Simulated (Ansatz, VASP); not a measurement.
Given: the input of a run of VASP 6.6.1 on W2C.

Contents of INCAR:

```
PREC     = Accurate       # precision mode
ENCUT    = 520            # plane-wave cutoff, eV
EDIFF    = 1E-7           # SCF threshold, eV
ISMEAR   = -1             # smearing method
SIGMA    = 0.05           # smearing width, eV
LREAL    = F              # projectors in reciprocal space
LASPH    = T              # aspherical terms in the spheres
NELM     = 80             # most SCF steps
ALGO     = Normal         # electronic algorithm
ISIF     = 2              # what is computed and relaxed
LWAVE    = F              # write WAVECAR
LCHARG   = F              # write CHGCAR
GGA      = PE             # functional
NBANDS   = 23             # bands
```

File KPOINTS:

```
regular mesh
0
Gamma
  10 10 6
```

Contents of POSCAR:

```
W2C
1.0
    3.0073740640      0.0000000000      0.0000000000
   -1.5036870320      2.6044623381      0.0000000000
    0.0000000000      0.0000000000      4.5829230794
W C
2 1
Direct
    0.6666666667      0.3333333333      0.2536690000
    0.3333333333      0.6666666667      0.7463310000
    0.0000000000      0.0000000000      0.0000000000
```

Potentials or basis: VASP PAW PBE potentials, release 64 (W_sv, C).

Launch:

```bash
$ cat potpaw_PBE.64/W_sv/POTCAR potpaw_PBE.64/C/POTCAR > POTCAR
$ mpirun -np 1 vasp_std > vasp.out
```

Task: Translate it to Ansatz 0.2.0. Potentials there: Ansatz PAW.

Result: As run (the cutoff follows the program's own potentials):

Contents of input.yaml:

```yaml
crystal:
  lattice:
    - [3.007374064, 0.0, 0.0]
    - [-1.503687032, 2.6044623381, 0.0]
    - [0.0, 0.0, 4.5829230794]
  atoms:
    - { symbol: W, position: [0.6666666667, 0.3333333333, 0.253669] }
    - { symbol: W, position: [0.3333333333, 0.6666666667, 0.746331] }
    - { symbol: C, position: [0.0, 0.0, 0.0] }
hamiltonian:
  xc: pbe
  pseudopotentials: { kind: paw }
kpoints:
  mp_grid: { grid: [10, 10, 6] }
scf:
  occupations: { method: fermi_dirac, width: 0.05 }
output:
  forces: true
  stress: true
  eigenvalues: true
```

Potentials or basis: Ansatz PAW.

The run is started by

```bash
$ ansatz run input.yaml --threads 1 --pin off --max-ram 3584MiB --backend cpu --events-out ev --progress --plain --runs-dir out
```

Both were run:

|  | VASP | Ansatz | Ansatz less VASP |
| --- | --- | --- | --- |
| gap on the k mesh at the Fermi level (eV) | none | none | - |
| pressure (GPa) | 22.5 | 21.4 | -1.08 |
| largest component of the traceless stress (GPa) | 1.77 | 1.80 | +0.031 |
| rms of the force components (eV/Å) | 0.306 | 0.275 | -0.0308 |

Atom by atom the forces differ by 0.031 eV/Å (rms over components). A gap of «none» marks a metal or a gap that the smearing closes.

The runs have no spin-orbit coupling, so splittings on W are missing.
